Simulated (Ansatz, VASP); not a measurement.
# CdS: VASP beside Ansatz

```
CELL_PARAMETERS angstrom
4.13700 0.00000 0.00000
-2.06850 3.58275 0.00000
0.00000 0.00000 6.71600
ATOMIC_POSITIONS crystal
Cd 0.33333 0.66667 0.95387
Cd 0.66667 0.33333 0.45387
S 0.33333 0.66667 0.42313
S 0.66667 0.33333 0.92313
```

Change from the starting cell: polar distortion scaled by 0.25.

Alike in both runs: task single point; functional PBEsol; k mesh 9 × 9 × 4; no spin polarisation.

```csv
,VASP,Ansatz
version,VASP 6.6.1,Ansatz 0.2.0
potentials or method,"VASP PAW PBE potentials, release 64 (Cd, S)","scalar-relativistic, plane waves, PAW"
plane-wave cutoff (eV),520,420
occupations,"gaussian, width 0.01 eV",fixed
valence electrons in the cell,36,52
```

VASP gave:

| Item | Value |
| --- | --- |
| gap on the k mesh at the Fermi level (eV) | 1.33 |
| least direct gap on the mesh (eV) | 1.33 |
| pressure (GPa) | 3.4 |
| largest component of the traceless stress (GPa) | 6.38 |
| rms of the force components (eV/Å) | 0.243 |

**Question.** What did Ansatz give for the same quantities?

**Answer.** gap on the k mesh at the Fermi level (eV): 1.32; least direct gap on the mesh (eV): 1.32; pressure (GPa): 2.9; largest component of the traceless stress (GPa): 6.01; rms of the force components (eV/Å): 0.235.

Atom by atom the forces differ by 0.008 eV/Å (rms over components). The two sets of potentials don't hold the same shells in valence. Ansatz warned: «pseudo_functional_mismatch».

Caveats: the PAW data sets were made with another functional, which shifts forces and pressure a little (VASP).
